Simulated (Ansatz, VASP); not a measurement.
# Bi in VASP and in Ansatz

```
CELL_PARAMETERS angstrom
-1.96990 1.96990 1.96990
1.96990 -1.96990 1.96990
1.96990 1.96990 -1.96990
ATOMIC_POSITIONS crystal
Bi 0.00000 0.00000 0.00000
```

Alike in both runs: task single point; functional LDA; k mesh 13 × 13 × 13; occupations fermi-dirac, width 0.1 eV; no spin polarisation.

|  | VASP | Ansatz |
| --- | --- | --- |
| version | VASP 6.6.1 | Ansatz 0.2.0 |
| potentials or method | VASP PAW LDA potentials, release 64 (Bi_d) | plane waves (420 eV) with PAW, scalar-relativistic |
| plane-wave cutoff (eV) | 520 | 420 |
| valence electrons in the cell | 15 | 15 |

|  | VASP | Ansatz | Ansatz less VASP |
| --- | --- | --- | --- |
| pressure (GPa) | -2.2 | -2.3 | -0.06 |

Ansatz warned: «pseudo_functional_mismatch».
